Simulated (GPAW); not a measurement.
# Cu (Fm-3m) in GPAW: a series of runs

One crystal, Cu, is run at these levels: BEEF-vdW, rSCAN; tasks: band structure.

Program: GPAW 26.7.0. These are calculated values, not measurements. Logs are shortened: lines on timing, memory, paths and dates and some standing lists are left out, and cuts for length are marked. The log counts tension as positive stress, the text compression.

## 1. The structure

The structure is cubic, space group Fm-3m (No. 225). The conventional cell has a = 3.615 Å, b = 3.615 Å, c = 3.615 Å, α = 90.00°, β = 90.00°, γ = 90.00°. Cu (site symmetry m-3m) has 12 Cu at 2.56 Å as nearest neighbours.

## 2. Band structure, BEEF-vdW

File run.py:

```python
from ase.dft.bandgap import bandgap
from ase.io import write
from ase.spacegroup import crystal
from gpaw import GPAW, PW

# Cu 4a
atoms = crystal(['Cu'],
                basis=[[0.0, 0.0, 0.0]],
                spacegroup=225, setting=1,  # Fm-3m
                cellpar=[3.615, 3.615, 3.615, 90.0, 90.0, 90.0],
                primitive_cell=True)

calc = GPAW(mode=PW(600),
            xc={'name': 'BEEF-vdW', 'backend': 'libvdwxc'},
            kpts={'size': (13, 13, 13), 'gamma': True},
            occupations={'name': 'fermi-dirac', 'width': 0.05},
            nbands=14,
            convergence={'density': 1e-05, 'energy': 1e-05},
            maxiter=150,
            txt='gpaw.txt')
atoms.calc = calc
energy = atoms.get_potential_energy()
forces = atoms.get_forces()
calc.write('gs.gpw')
write('result.traj', atoms)
print(f'Energy: {energy:.6f} eV')
print('Forces (eV/A):')
print(forces.round(4))
print('Fermi level:', round(calc.get_fermi_level(), 4), 'eV')
print(f'Gap: {bandgap(calc)[0]:.4f} eV, direct: {bandgap(calc, direct=True)[0]:.4f} eV')

path = atoms.cell.bandpath('GXWKGLUWLK,UX', npoints=100, eps=1e-4)
bs_calc = calc.fixed_density(kpts=path, symmetry='off', nbands=21,
                             convergence={'bands': 'CBM+6.0', 'eigenstates': 1e-6}, txt='bands.txt')
bs = bs_calc.band_structure()
bs.write('bs.json')
print(f'Gap on the path: {bandgap(bs_calc)[0]:.4f} eV')
```

Potentials or basis: GPAW PAW data sets (gpaw-data 1.2.1), pw.

Run with:

```
OMP_NUM_THREADS=1 python run.py
```

gpaw.txt:

```text
__  _  _
 | _ |_)|_||  |
 |__||  | ||/\| - 26.7.0

Input parameters:
  mode=PW(ecut=600.0),
  convergence={'density': 1e-05, 'energy': 1e-05},
  kpts=MonkhorstPack(size=(13, 13, 13), gamma=True),
  maxiter=150,
  nbands=14,
  occupations=Occupations(name='fermi-dirac', width=0.05),
  xc=XC(name='BEEF-vdW', backend='libvdwxc')

Diagonalizing LCAO Hamiltonian
Converting LCAO to pw mode

       Cu

Atoms  # Å, Bohr magnetons
|   | symbol |        x |        y |        z |    initial magnetic moments |
|---|--------|----------|----------|----------|-----------------------------|
| 0 |     Cu | 0.000000 | 0.000000 | 0.000000 | ( 0.0000,  0.0000,  0.0000) |

Unit cell  # Å
| periodic |        x |        y |        z |  lengths |    angles |
|----------|----------|----------|----------|----------|-----------|
|      yes | 0.000000 | 1.807500 | 1.807500 | 2.556191 | 60.000000 |
|      yes | 1.807500 | 0.000000 | 1.807500 | 2.556191 | 60.000000 |
|      yes | 1.807500 | 1.807500 | 0.000000 | 2.556191 | 60.000000 |

Number of symmetries: 48
Symmetry operations  # r_c * U_cc + t_c -> r_c
|    | kind |            matrix            |
|----|------|------------------------------|
|  0 |  σ   |  1, 0, 0,  1, 0,-1,  1,-1, 0 |
|  1 |  C2  |  1, 0, 0,  1,-1, 0,  1, 0,-1 |
|  2 |  E   |  1, 0, 0,  0, 1, 0,  0, 0, 1 |
|  3 |  σ   |  1, 0, 0,  0, 0, 1,  0, 1, 0 |
|  4 |  C4  |  1, 0,-1,  1, 0, 0,  1,-1, 0 |
|  5 |  S6  |  1, 0,-1,  1,-1, 0,  1, 0, 0 |
|  6 |  σ   |  1, 0,-1,  0, 1,-1,  0, 0,-1 |
|  7 |  C3  |  1, 0,-1,  0, 0,-1,  0, 1,-1 |
|  8 |  S6  |  1,-1, 0,  1, 0, 0,  1, 0,-1 |
|  9 |  C4  |  1,-1, 0,  1, 0,-1,  1, 0, 0 |
| 10 |  C3  |  1,-1, 0,  0,-1, 1,  0,-1, 0 |
| 11 |  σ   |  1,-1, 0,  0,-1, 0,  0,-1, 1 |
| 12 |  σ   |  0, 1, 0,  1, 0, 0,  0, 0, 1 |
| 13 |  C4  |  0, 1, 0,  0, 1,-1, -1, 1, 0 |
| 14 |  C3  |  0, 1, 0,  0, 0, 1,  1, 0, 0 |
| 15 |  S6  |  0, 1, 0, -1, 1, 0,  0, 1,-1 |
| 16 |  C2  |  0, 1,-1,  1, 0,-1,  0, 0,-1 |
| 17 |  σ   |  0, 1,-1,  0, 1, 0, -1, 1, 0 |
| 18 |  S4  |  0, 1,-1,  0, 0,-1,  1, 0,-1 |
| 19 |  C4  |  0, 1,-1, -1, 1, 0,  0, 1, 0 |
| 20 |  C3  |  0, 0, 1,  1, 0, 0,  0, 1, 0 |
| 21 |  σ   |  0, 0, 1,  0, 1, 0,  1, 0, 0 |
| 22 |  S6  |  0, 0, 1,  0,-1, 1, -1, 0, 1 |
| 23 |  C4  |  0, 0, 1, -1, 0, 1,  0,-1, 1 |
| 24 |  S4  |  0, 0,-1,  1, 0,-1,  0, 1,-1 |
| 25 |  C3  |  0, 0,-1,  0, 1,-1,  1, 0,-1 |
| 26 |  C2  |  0, 0,-1,  0,-1, 0, -1, 0, 0 |
| 27 |  S6  |  0, 0,-1, -1, 0, 0,  0,-1, 0 |
| 28 |  S4  |  0,-1, 1,  1,-1, 0,  0,-1, 0 |
| 29 |  C4  |  0,-1, 1,  0, 0, 1, -1, 0, 1 |
| 30 |  C2  |  0,-1, 1,  0,-1, 0,  1,-1, 0 |
| 31 |  σ   |  0,-1, 1, -1, 0, 1,  0, 0, 1 |
| 32 |  C3  |  0,-1, 0,  1,-1, 0,  0,-1, 1 |
| 33 |  S6  |  0,-1, 0,  0, 0,-1, -1, 0, 0 |
| 34 |  S4  |  0,-1, 0,  0,-1, 1,  1,-1, 0 |
| 35 |  C2  |  0,-1, 0, -1, 0, 0,  0, 0,-1 |
| 36 |  C2  | -1, 1, 0,  0, 1, 0,  0, 1,-1 |
| 37 |  S6  | -1, 1, 0,  0, 1,-1,  0, 1, 0 |
| 38 |  S4  | -1, 1, 0, -1, 0, 1, -1, 0, 0 |
| 39 |  C3  | -1, 1, 0, -1, 0, 0, -1, 0, 1 |
| 40 |  S6  | -1, 0, 1,  0, 0, 1,  0,-1, 1 |
| 41 |  C2  | -1, 0, 1,  0,-1, 1,  0, 0, 1 |
| 42 |  C3  | -1, 0, 1, -1, 1, 0, -1, 0, 0 |
| 43 |  S4  | -1, 0, 1, -1, 0, 0, -1, 1, 0 |
| 44 |  C2  | -1, 0, 0,  0, 0,-1,  0,-1, 0 |
| 45 |  i   | -1, 0, 0,  0,-1, 0,  0, 0,-1 |
| 46 |  σ   | -1, 0, 0, -1, 1, 0, -1, 0, 1 |
| 47 |  C2  | -1, 0, 0, -1, 0, 1, -1, 1, 0 |

BZ-sampling:
  Number of BZ points: 2197
  Number of IBZ points: 84

  Monkhorst-Pack size: [13, 13, 13]
  Monkhorst-Pack shift: [0, 0, 0]

K-points  # in reciprocal-cell coordinates
|     |                                coordinates |     weight |
|-----|--------------------------------------------|------------|
|   0 | (  0.00000000,   0.00000000,   0.00000000) | 0.00045517 |
|   1 | (  0.07692308,   0.07692308,   0.00000000) | 0.00273100 |
|   2 | (  0.07692308,   0.07692308,   0.07692308) | 0.00364133 |
|   3 | (  0.15384615,   0.07692308,   0.07692308) | 0.00546199 |
|   4 | (  0.15384615,   0.15384615,   0.00000000) | 0.00273100 |
|   5 | (  0.15384615,   0.15384615,   0.07692308) | 0.01092399 |
|   6 | (  0.15384615,   0.15384615,   0.15384615) | 0.00364133 |
|   7 | (  0.23076923,   0.15384615,   0.07692308) | 0.01092399 |
|   8 | (  0.23076923,   0.15384615,   0.15384615) | 0.01092399 |
|   9 | (  0.23076923,   0.23076923,   0.00000000) | 0.00273100 |
| ... |                                            |            |
|  83 | (  0.46153846,   0.46153846,   0.46153846) | 0.00364133 |

Plane wave coefficients: 411
Cutoff: 600.0 eV

Spin-components: 1 (collinear spins)
Bands:           14
Projectors:      6
Spin-degeneracy: 2
Datatype:        complex128

Parallelization:
  kpt:    1
  domain: 1
  band:   1

Density:
  Valence electrons: 11.0
  Components: 1
  Grid points: [15 15 15]
  Charge: 0.0  # |e|

Potential:
  Grid points: [15 15 15]

species:
  Cu:
    name:    Copper
    Z:       29.0
    valence: 11
    core:    18
    charge:  0.0  # [|e|]
    compensation charges:
      type: gauss
      rc: 0.33  # [Å]
      lmax: 2
    cutoffs:
      filter: 2.06  # [Å]
      core: 2.43  # [Å]
    projectors
    | kind |    occ | energy [eV] | rcut [Å] |
    |------|--------|-------------|----------|
    |   4s |  1.000 |      -4.609 |    1.164 |
    |   4p |  0.000 |      -0.698 |    1.164 |
    |   3d | 10.000 |      -5.039 |    1.058 |
    |    s |        |      22.603 |    1.164 |
    |    p |        |      26.513 |    1.164 |
    |    d |        |      22.172 |    1.058 |

    Using partial waves for Cu as LCAO basis

Reference energy: -45021.451841  # eV

eigensolver:
  PPCG
  Converge bands: occupied
  niter=2

density mixing:
  MSR1-Mixer
  Pratt-step length: 0.05
  Maximum mixing coefficient: 0.75
  Old densities: 10
  SVD Regularization: 0.005
  Good broyden scale: 1.0
  Trust region scale: 1.0
  Backstep threshold: 4.0
  History deletion threshold: 6.0
  Fourier metric: weight=20.0, sigma=0.015

occupation numbers:
  Fermi-Dirac:
    width: 0.0500  # eV

poisson solver:
  ecut: 4800.0  # eV

xc functional:
  name: vdW-BEEF with libvdwxc
  Mode: serial
  Semilocal: BEEVDW with 2 nearest neighbor stencil
  Corresponding non-local functional: vdW-DF2
  Local blocksize: 30 x 30 x 30
  PAW datasets: PBE

convergence criteria:
- Maximum integral of absolute [dens]ity change: 1e-05 electrons / valence electron
- Maximum [total energy] change in last 3 cyles: 1e-05 eV / valence electron
- Maximum integral of absolute [eigenst]ate change: 4e-08 eV^2 / valence electron
maximum number of iterations: 150

SCF iterations
|iter     | |      energy | eigst |  dens |
|---------|-|-------------|-------|-------|
|iter:   1| |  -76.143918 | -0.72 |       |
|iter:   2| |  -76.023482 | -2.97 | -1.09 |
|iter:   3| |  -75.797114 | -2.39 | -1.18 |
|iter:   4| |  -75.788438 | -4.35 | -1.87 |
|iter:   5| |  -75.782230 | -4.04 | -1.99 |
|iter:   6| |  -75.782176 | -6.25 | -3.27 |
|iter:   7| |  -75.782163c| -6.08 | -3.54 |
|iter:   8| |  -75.782163c| -7.70c| -5.02c|

Converged in 8 steps
Energy contributions relative to reference atoms: (reference = -45021.451841)

Energy contributions:
  Kinetic:           8.432683
  Coulomb:          -8.925612
  Zero:              0.003498
  External:          0.000000
  Xc:              -75.291351
  Entropy:          -0.002763
  Spinorbit:         0.000000
  ----------------------------
  Free energy:     -75.783545
  Extrapolated:    -75.782163

dipole moment: (-7.758202, -7.758202, -7.758202)  # |e|*Ang

Fermi level: 8.031
Eigenvalues  # (at kpt = [0.000, 0.000, 0.000])
| band index |      eig [eV] | occ [0-2] |
|------------|---------------|-----------|
|          0 |        -1.379 |     2.000 |
|          1 |         4.724 |     2.000 |
|          2 |         4.724 |     2.000 |
|          3 |         4.724 |     2.000 |
|          4 |         5.514 |     2.000 |
|          5 |         5.514 |     2.000 |
|          6 |        30.936 |     0.000 |
|          7 |        33.372 |     0.000 |
|          8 |        33.372 |     0.000 |
|          9 |        33.372 |     0.000 |
|         10 |        35.630 |     0.000 |
|         11 |        35.630 |     0.000 |
|         12 |        35.630 |     0.000 |
|         13 |        39.335 |     0.000 |

No gap
No difference between direct/indirect transitions

Forces  # eV/Ang
|       x |        y |        z |
|---------|----------|----------|
| 0.00000 | -0.00000 | -0.00000 |  # Cu   0

# Writing to gs.gpw (mode='')
```

Wall time 18 s (1 thread of Arm Neoverse V1, shared host); peak memory 0.17 GiB.

What came out:

| Item | Value |
| --- | --- |
| Free energy | -75.7835 eV |
| Band gap along the path | none (metal or under the smearing width) |

Levels at the corners of the path, in eV from the Fermi level:
```csv
point,band 1,band 2,band 3,band 4,band 5,band 6,band 7
Γ,-9.41,-3.31,-3.31,-3.31,-2.52,-2.52,22.91
X,-5.10,-4.65,-1.98,-1.81,-1.81,1.45,6.99
W,-4.38,-3.78,-3.78,-2.55,-1.81,6.12,6.12
K,-4.54,-4.30,-3.02,-2.38,-2.00,4.24,5.63
Γ,-9.41,-3.31,-3.31,-3.31,-2.52,-2.52,22.91
L,-5.25,-3.34,-3.34,-1.95,-1.95,-1.08,3.62
U,-4.54,-4.30,-3.02,-2.38,-2.00,4.24,5.63
W,-4.38,-3.78,-3.78,-2.55,-1.81,6.12,6.12
L,-5.25,-3.34,-3.34,-1.95,-1.95,-1.08,3.62
K,-4.54,-4.30,-3.02,-2.38,-2.00,4.24,5.63
U,-4.54,-4.30,-3.02,-2.38,-2.00,4.24,5.63
X,-5.10,-4.65,-1.98,-1.81,-1.81,1.45,6.99
```

Caveat: the PAW data sets were made with another functional, which shifts forces and pressure a little.

## 3. Band structure, rSCAN

run.py, as its differences from that of step 2:

```diff
@@ -1,15 +1,10 @@
 from ase.dft.bandgap import bandgap
-from ase.io import write
-from ase.spacegroup import crystal
+from ase.io import read, write
+from ase.units import GPa
 from gpaw import GPAW, PW
 
-# Cu 4a
-atoms = crystal(['Cu'],
-                basis=[[0.0, 0.0, 0.0]],
-                spacegroup=225, setting=1,  # Fm-3m
-                cellpar=[3.615, 3.615, 3.615, 90.0, 90.0, 90.0],
-                primitive_cell=True)
+atoms = read('Cu.xyz')
 
 calc = GPAW(mode=PW(600),
-            xc={'name': 'BEEF-vdW', 'backend': 'libvdwxc'},
+            xc='MGGA_X_RSCAN+MGGA_C_RSCAN',
             kpts={'size': (13, 13, 13), 'gamma': True},
@@ -23,2 +18,3 @@
 forces = atoms.get_forces()
+stress = atoms.get_stress()
 calc.write('gs.gpw')
@@ -28,2 +24,3 @@
 print(forces.round(4))
+print('Stress (GPa):', (stress / GPa).round(3))
 print('Fermi level:', round(calc.get_fermi_level(), 4), 'eV')
```

File Cu.xyz:

```xyz
1
Lattice="0.0000000000 1.8075000000 1.8075000000 1.8075000000 0.0000000000 1.8075000000 1.8075000000 1.8075000000 0.0000000000" Properties=species:S:1:pos:R:3 pbc="T T T"
Cu     0.0000000000      0.0000000000      0.0000000000
```

Potentials or basis: GPAW PAW data sets (gpaw-data 1.2.1), pw.

Run with:

```
OMP_NUM_THREADS=1 python run.py
```

gpaw.txt:

```text
__  _  _
 | _ |_)|_||  |
 |__||  | ||/\| - 26.7.0

Input parameters:
  mode=PW(ecut=600.0),
  convergence={'density': 1e-05, 'energy': 1e-05},
  kpts=MonkhorstPack(size=(13, 13, 13), gamma=True),
  maxiter=150,
  nbands=14,
  occupations=Occupations(name='fermi-dirac', width=0.05),
  xc=XC(name='MGGA_X_RSCAN+MGGA_C_RSCAN')

Diagonalizing LCAO Hamiltonian
Converting LCAO to pw mode

       Cu

Atoms  # Å, Bohr magnetons
|   | symbol |        x |        y |        z |    initial magnetic moments |
|---|--------|----------|----------|----------|-----------------------------|
| 0 |     Cu | 0.000000 | 0.000000 | 0.000000 | ( 0.0000,  0.0000,  0.0000) |

Unit cell  # Å
| periodic |        x |        y |        z |  lengths |    angles |
|----------|----------|----------|----------|----------|-----------|
|      yes | 0.000000 | 1.807500 | 1.807500 | 2.556191 | 60.000000 |
|      yes | 1.807500 | 0.000000 | 1.807500 | 2.556191 | 60.000000 |
|      yes | 1.807500 | 1.807500 | 0.000000 | 2.556191 | 60.000000 |

Number of symmetries: 48
Symmetry operations  # r_c * U_cc + t_c -> r_c
|    | kind |            matrix            |
|----|------|------------------------------|
|  0 |  σ   |  1, 0, 0,  1, 0,-1,  1,-1, 0 |
|  1 |  C2  |  1, 0, 0,  1,-1, 0,  1, 0,-1 |
|  2 |  E   |  1, 0, 0,  0, 1, 0,  0, 0, 1 |
|  3 |  σ   |  1, 0, 0,  0, 0, 1,  0, 1, 0 |
|  4 |  C4  |  1, 0,-1,  1, 0, 0,  1,-1, 0 |
|  5 |  S6  |  1, 0,-1,  1,-1, 0,  1, 0, 0 |
|  6 |  σ   |  1, 0,-1,  0, 1,-1,  0, 0,-1 |
|  7 |  C3  |  1, 0,-1,  0, 0,-1,  0, 1,-1 |
|  8 |  S6  |  1,-1, 0,  1, 0, 0,  1, 0,-1 |
|  9 |  C4  |  1,-1, 0,  1, 0,-1,  1, 0, 0 |
| 10 |  C3  |  1,-1, 0,  0,-1, 1,  0,-1, 0 |
| 11 |  σ   |  1,-1, 0,  0,-1, 0,  0,-1, 1 |
| 12 |  σ   |  0, 1, 0,  1, 0, 0,  0, 0, 1 |
| 13 |  C4  |  0, 1, 0,  0, 1,-1, -1, 1, 0 |
| 14 |  C3  |  0, 1, 0,  0, 0, 1,  1, 0, 0 |
| 15 |  S6  |  0, 1, 0, -1, 1, 0,  0, 1,-1 |
| 16 |  C2  |  0, 1,-1,  1, 0,-1,  0, 0,-1 |
| 17 |  σ   |  0, 1,-1,  0, 1, 0, -1, 1, 0 |
| 18 |  S4  |  0, 1,-1,  0, 0,-1,  1, 0,-1 |
| 19 |  C4  |  0, 1,-1, -1, 1, 0,  0, 1, 0 |
| 20 |  C3  |  0, 0, 1,  1, 0, 0,  0, 1, 0 |
| 21 |  σ   |  0, 0, 1,  0, 1, 0,  1, 0, 0 |
| 22 |  S6  |  0, 0, 1,  0,-1, 1, -1, 0, 1 |
| 23 |  C4  |  0, 0, 1, -1, 0, 1,  0,-1, 1 |
| 24 |  S4  |  0, 0,-1,  1, 0,-1,  0, 1,-1 |
| 25 |  C3  |  0, 0,-1,  0, 1,-1,  1, 0,-1 |
| 26 |  C2  |  0, 0,-1,  0,-1, 0, -1, 0, 0 |
| 27 |  S6  |  0, 0,-1, -1, 0, 0,  0,-1, 0 |
| 28 |  S4  |  0,-1, 1,  1,-1, 0,  0,-1, 0 |
| 29 |  C4  |  0,-1, 1,  0, 0, 1, -1, 0, 1 |
| 30 |  C2  |  0,-1, 1,  0,-1, 0,  1,-1, 0 |
| 31 |  σ   |  0,-1, 1, -1, 0, 1,  0, 0, 1 |
| 32 |  C3  |  0,-1, 0,  1,-1, 0,  0,-1, 1 |
| 33 |  S6  |  0,-1, 0,  0, 0,-1, -1, 0, 0 |
[... 86 lines left out ...]

Reference energy: -45021.451841  # eV

eigensolver:
  PPCG
  Converge bands: occupied
  niter=2

density mixing:
  MSR1-Mixer
  Pratt-step length: 0.05
  Maximum mixing coefficient: 0.75
  Old densities: 10
  SVD Regularization: 0.005
  Good broyden scale: 1.0
  Trust region scale: 1.0
  Backstep threshold: 4.0
  History deletion threshold: 6.0
  Fourier metric: weight=20.0, sigma=0.015

occupation numbers:
  Fermi-Dirac:
    width: 0.0500  # eV

poisson solver:
  ecut: 4800.0  # eV

xc functional:
  name: MGGA_X_RSCAN+MGGA_C_RSCAN with 2 nearest neighbor stencil

convergence criteria:
- Maximum integral of absolute [dens]ity change: 1e-05 electrons / valence electron
- Maximum [total energy] change in last 3 cyles: 1e-05 eV / valence electron
- Maximum integral of absolute [eigenst]ate change: 4e-08 eV^2 / valence electron
maximum number of iterations: 150

SCF iterations
|iter     | |      energy | eigst |  dens |
|---------|-|-------------|-------|-------|
|iter:   1| |  -19.562574 | -0.38 |       |
|iter:   2| |  -17.371965 | -1.41 | -0.88 |
|iter:   3| |  -17.305985 | -2.68 | -1.17 |
|iter:   4| |  -17.226173 | -2.52 | -1.32 |
|iter:   5| |  -17.228524 | -3.08 | -1.73 |
|iter:   6| |  -17.233129 | -2.74 | -2.05 |
|iter:   7| |  -17.229506 | -4.66 | -2.12 |
|iter:   8| |  -17.229118 | -5.10 | -2.53 |
|iter:   9| |  -17.229084 | -5.88 | -3.03 |
|iter:  10| |  -17.229073c| -6.43 | -3.36 |
|iter:  11| |  -17.229074c| -7.89c| -4.19 |
|iter:  12| |  -17.229074c| -8.89c| -4.87 |
|iter:  13| |  -17.229074c| -8.62c| -5.30c|

Converged in 13 steps
Energy contributions relative to reference atoms: (reference = -45021.451841)

Energy contributions:
  Kinetic:          -1.008447
  Coulomb:          -0.486514
  Zero:              0.031979
  External:          0.000000
  Xc:              -15.764739
  Entropy:          -0.002705
  Spinorbit:         0.000000
  ----------------------------
  Free energy:     -17.230426
  Extrapolated:    -17.229074

dipole moment: (-7.810623, -7.810623, -7.810623)  # |e|*Ang

Fermi level: 7.991
Eigenvalues  # (at kpt = [0.000, 0.000, 0.000])
| band index |      eig [eV] | occ [0-2] |
|------------|---------------|-----------|
|          0 |        -1.845 |     2.000 |
|          1 |         4.651 |     2.000 |
|          2 |         4.651 |     2.000 |
|          3 |         4.651 |     2.000 |
|          4 |         5.465 |     2.000 |
|          5 |         5.465 |     2.000 |
|          6 |        31.660 |     0.000 |
|          7 |        34.351 |     0.000 |
|          8 |        34.351 |     0.000 |
|          9 |        34.351 |     0.000 |
|         10 |        36.476 |     0.000 |
|         11 |        36.476 |     0.000 |
|         12 |        36.476 |     0.000 |
|         13 |        40.599 |     0.000 |

No gap
No difference between direct/indirect transitions

Forces  # eV/Ang
|        x |       y |        z |
|----------|---------|----------|
| -0.00000 | 0.00000 | -0.00000 |  # Cu   0

Stress tensor  # eV/Ang^3
|        x |         y |         z |
|----------|-----------|-----------|
| 0.023376 |  0.000000 |  0.000000 |
| 0.000000 |  0.023376 | -0.000000 |
| 0.000000 | -0.000000 |  0.023376 |

# Writing to gs.gpw (mode='')
```

Run time: 55 s. Hardware: 1 thread of Arm Neoverse V1, shared host; peak memory 0.23 GiB.

What came out:

```
Free energy             : -17.2304 eV
Pressure                : -3.7 GPa
Band gap along the path : none (metal or under the smearing width)
```

Levels at the corners of the path, in eV from the Fermi level:
```tsv
point	band 3	band 4	band 5	band 6	band 7
Γ	-3.34	-3.34	-2.53	-2.53	23.67
X	-1.97	-1.78	-1.78	1.40	7.26
W	-3.86	-2.56	-1.78	6.29	6.29
K	-3.08	-2.39	-1.98	4.33	5.81
Γ	-3.34	-3.34	-2.53	-2.53	23.67
L	-3.39	-1.93	-1.93	-1.22	3.79
U	-3.08	-2.39	-1.98	4.33	5.81
W	-3.86	-2.56	-1.78	6.29	6.29
L	-3.39	-1.93	-1.93	-1.22	3.79
K	-3.08	-2.39	-1.98	4.33	5.81
U	-3.08	-2.39	-1.98	4.33	5.81
X	-1.97	-1.78	-1.78	1.40	7.26
```

Caveat: with this Cu data set, volumes or pressures lay over 1.5 % or 2 GPa off other programs in two to four cells of ten; the PAW data sets were made with another functional, which shifts forces and pressure a little.
